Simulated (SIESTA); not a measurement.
## La2O3 under changes of volume

One of the cells (16.357 Å³/atom); the others are scaled copies at fixed shape and fractional positions:

```
La O
1.0
     3.93078    0.00000    0.00000
    -1.96539    3.40415    0.00000
     0.00000    0.00000    6.11195
La O
2 3
Direct
  0.33333 0.66667 0.24624
  0.66667 0.33333 0.75376
  0.00000 0.00000 0.00000
  0.33333 0.66667 0.64589
  0.66667 0.33333 0.35411
```

The cell is a database's computed one.

| Item | Value |
| --- | --- |
| Program | SIESTA 5.4.2 |
| Functional | PBEsol |
| Potentials or basis | PseudoDojo 0.4 standard (PBEsol files) |
| Basis | DZP (energy shift 0.003 Ry; two zetas on semicore shells) |
| Grid cutoff | 800 Ry |
| Energy shift | 0.003 Ry |
| k mesh | 6 × 6 × 4 |
| Occupations | fermi-dirac, width 0.05 eV |
| Spin | no spin polarisation |

```csv
volume (Å³/atom),energy over the lowest point (meV/atom),pressure (GPa),gap on the mesh (eV),largest force (eV/Å)
15.375,59.04,14.5,3.66,0.827
15.703,33.53,10.6,3.67,0.623
16.030,15.61,7.0,3.66,0.450
16.357,4.65,3.8,3.64,0.276
16.684,0.00,0.9,3.61,0.113
17.011,?,?,?,?
17.338,7.04,-4.1,3.55,0.175
```

Question: What does the run at 17.011 Å³/atom give?

Answer: Energy over the lowest point 0.97 meV/atom; pressure -1.8 GPa; gap on the mesh 3.58 eV; largest force 0.080 eV/Å.

Worked out: A Birch-Murnaghan fit of order 3 (a polynomial in V^(-2/3)) to the other rows has its minimum at 16.79 Å³/atom with B0 = V·E''(V) = 138 GPa and B' = 4.0 at fixed shape and positions, which overstates the stiffness. It gives 0.94 meV/atom at 17.011 Å³/atom, against the run's 0.97, and -dE/dV = -1.8 GPa, against -1.8. A parabola through the other rows of the gap, of slope -1.8 eV per unit of ln V there, gives 3.59 eV, against the run's 3.58.

Energies are extrapolated to zero smearing.

Caveats: spin-orbit coupling is left out, which moves the levels of the heavy elements; the basis of atomic orbitals isn't converged, which shifts pressures, moduli and gaps.

A mesh can miss the band edges.
